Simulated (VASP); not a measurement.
A calculation with VASP 6.6.1 of Ce (ASE script, structure from a POSCAR):

File run.py:

```python
from ase.calculators.vasp import Vasp
from ase.dft.bandgap import bandgap
from ase.io import read

atoms = read('POSCAR')
atoms.set_initial_magnetic_moments([1.0, 1.0])
calc = Vasp(
    directory='calc',
    xc='lda',
    pp='LDA',
    setups='minimal',
    prec='Accurate',
    encut=500,
    ediff=1e-06,
    ismear=0,
    sigma=0.1,
    lreal=False,
    lasph=True,
    nelm=120,
    algo='Normal',
    isif=2,
    lwave=False,
    lcharg=False,
    ispin=2,
    lorbit=11,
    lmaxmix=6,
    kpts=[8, 8, 5],
    gamma=True,
)
atoms.calc = calc

print('energy (eV):', atoms.get_potential_energy())
print('free energy (eV):', atoms.get_potential_energy(force_consistent=True))
print('forces (eV/A):')
print(atoms.get_forces())
print('stress (eV/A^3, Voigt):', atoms.get_stress())
print('Fermi level (eV):', calc.get_fermi_level())
print('moment (muB):', atoms.get_magnetic_moment())
print('site moments (muB):', atoms.get_magnetic_moments())
gap, top, bottom = bandgap(calc)
print('band gap (eV):', gap, 'from (spin, k, band)', top, 'to', bottom)
```

File POSCAR:

```
Ce
1.0
    3.6500000000      0.0000000000      0.0000000000
   -1.8250000000      3.1609927238      0.0000000000
    0.0000000000      0.0000000000      5.9600000000
Ce
2
Direct
    0.6666666667      0.3333333333      0.7500000000
    0.3333333333      0.6666666667      0.2500000000
```

Potentials or basis: VASP PAW LDA potentials, release 64 (Ce).

Launch:

```console
$ python run.py
```

This isn't the form of Ce at room conditions, which is fcc.

Q: Write the same calculation in another form: native input, structure from a POSCAR.

A: As run:

INCAR

```
ALGO     = Normal         # electronic algorithm
EDIFF    = 1E-7           # SCF threshold, eV
ENCUT    = 500            # plane-wave cutoff, eV
ISIF     = 2              # what is computed and relaxed
ISMEAR   = 0              # smearing method
ISPIN    = 2              # spin polarisation
LASPH    = True           # aspherical terms in the spheres
LCHARG   = False          # write CHGCAR
LMAXMIX  = 6              # l up to which the mixer works
LORBIT   = 11             # projections on sites
LREAL    = False          # projectors in reciprocal space
LWAVE    = False          # write WAVECAR
MAGMOM   = 1 1            # initial moments
NBANDS   = 23             # bands
NELM     = 150            # most SCF steps
PREC     = Accurate       # precision mode
SIGMA    = 0.1            # smearing width, eV
```

KPOINTS

```
k-points
0
Gamma
  8 8 5
```

Contents of POSCAR:

```
Ce
3.65
    1.000000000000      0.000000000000      0.000000000000
   -0.500000000000      0.866025403781      0.000000000000
    0.000000000000      0.000000000000      1.632876712329
Ce
2
Direct
    0.6666666667      0.3333333333      0.7500000000
    0.3333333333      0.6666666667      0.2500000000
```

Potentials or basis: VASP PAW LDA potentials, release 64 (Ce).

Launch:

```console
$ cat potpaw_LDA.64/Ce/POTCAR > POTCAR
$ mpirun -np 1 vasp_std > vasp.out
```

Both were run:

|  | ASE script, structure from a POSCAR | native input, structure from a POSCAR |
| --- | --- | --- |
| Pressure | -8.7 GPa | -8.6 GPa |
| Band gap on the k mesh | none (metal or under the smearing width) | none (metal or under the smearing width) |
| Net moment | 1.43 μB per cell | 1.43 μB per cell |
| Site moments | Ce +0.61 μB | Ce +0.61 μB |
| Valence electrons inside the program's atomic spheres | Ce 9.67 | Ce 9.67 |

Keys that steer only the numerical path or the files written may differ.

Caveat: the magnetic or orbital state may not be the lowest; spin-orbit coupling is left out, which moves the levels of the heavy elements.
